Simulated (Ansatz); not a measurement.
The calculation used DFT PBE, scalar-relativistic, plane waves, PAW (Ansatz). Settings: cutoff 420 eV, Γ-centred meshes spaced at most about 0.3 Å⁻¹, and about 0.25 Å⁻¹ or finer for metals (2π included), Gaussian smearing. No spin polarisation.

The zero of energy is the elements' standard structures at the same level (O₂ as a molecule); no fitted shifts are applied.

Temperature and zero-point effects are left out. Larger cells and other orderings weren't all tried, so the list isn't exhaustive.

A search for Ga₄O gave 6 distinct relaxed structures. Coordination counts Ga atoms around O (those within 1.25 times the shortest such distance or 1.15 times the sum of covalent radii, 1.27 where that leaves under three; the shortest distance is added where it exceeds 1.18 times the sum of covalent radii). Cells relaxed within their symmetry can be saddle points.

Problem. Which structure of Ga₄O came out lowest?

Solution. The one with space group P-6m2 (No. 187), reached from: random cell. It has a = 6.117 Å, c = 2.794 Å, 18.1 Å³/atom, no gap on the mesh. Ga on a site of symmetry mm2 is surrounded by 2 O at 2.25 Å, 2 Ga at 2.79 Å and 6 Ga at 3.06 Å; Ga on a site of symmetry -6m2 has 2 Ga at 2.79 Å and 6 Ga at 3.06 Å; O is surrounded by 6 Ga at 2.25 Å and 2 O at 2.79 Å. Its energy over the elements is −0.22 eV/atom. It lies below the elements, which doesn't yet make it stable against other compounds or structures. An observed structure of this formula, if there is one, may be missing.

```cif
data_structure
_symmetry_space_group_name_H-M 'P 1'
_symmetry_Int_Tables_number 1
_cell_length_a 6.1167
_cell_length_b 6.1167
_cell_length_c 2.7939
_cell_angle_alpha 90.000
_cell_angle_beta 90.000
_cell_angle_gamma 120.000
_cell_volume 90.53
loop_
_atom_site_label
_atom_site_type_symbol
_atom_site_fract_x
_atom_site_fract_y
_atom_site_fract_z
_atom_site_occupancy
Ga1 Ga 0.83337 0.16663 0.50000 1
Ga2 Ga 0.83337 0.66675 0.50000 1
Ga3 Ga 0.33325 0.16663 0.50000 1
Ga4 Ga 0.33333 0.66667 0.50000 1
O1 O 0.00000 0.00000 0.00000 1
```

Problem. How much higher is the Pm-3m structure with 17.8 Å³/atom and coordination O 6 from 2.2 Å (reached from: Mn4N type (Pm-3m))?

Solution. 94 meV/atom. It has no gap on its mesh.

Problem. How much higher is the Im-3m structure with 18.0 Å³/atom and coordination O 8 from 2.4 Å (reached from: random cell)?

Solution. 102 meV/atom. It has no gap on its mesh.

Some types were kept out of the candidates beforehand, so the set may lack a known form.
